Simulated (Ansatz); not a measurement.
HfN, DFT, PBEsol, PAW with Ansatz's default frozen-core files, scalar-relativistic (Ansatz 0.2.0), run on 1 thread of Intel(R) Xeon(R) Platinum 8488C (Sapphire Rapids) on a shared host.

The geometry is COD entry 1539063, unchecked; take it as a test cell. The listed cell was then made from it by scaling, straining or moving an atom.

Command: `ansatz run input.yaml --threads 1 --pin off --max-ram 3072MiB --backend cpu --events-out ev --progress --plain --runs-dir out`

```yaml
crystal:
  lattice:
    - [0.0, 2.259, 2.28159]
    - [2.259, 0.0, 2.28159]
    - [2.259, 2.259, 0.0]
  atoms:
    - { symbol: Hf, position: [0.0, 0.0, 0.0] }
    - { symbol: "N", position: [0.5, 0.5, 0.5] }
kpoints:
  mp_grid: { grid: [10, 10, 10] }
scf:
  occupations: { method: fermi_dirac, width: 0.01 }
hamiltonian:
  xc: pbesol
  pseudopotentials: { kind: paw }
output:
  forces: true
  stress: true
  eigenvalues: true
  efg: { contact_densities: true }
  write_density: true
  write_potential: true
  elf: true
  volumetric_format: npy
```

How large is the problem that the program sets up?

102 irreducible k-points, 459 plane waves at Γ, 20 bands.

Estimate the wall time and the peak memory.

4.4 s of wall time for 7 SCF iterations, with a peak of 0.47 GiB. Times on shared machines scatter by tens of per cent.

And the same cell and mesh by all-electron PAW (datasets made for this crystal), asked for forces, stress, eigenvalues, efg, on the same hardware?

15 s, peak memory 0.68 GiB.
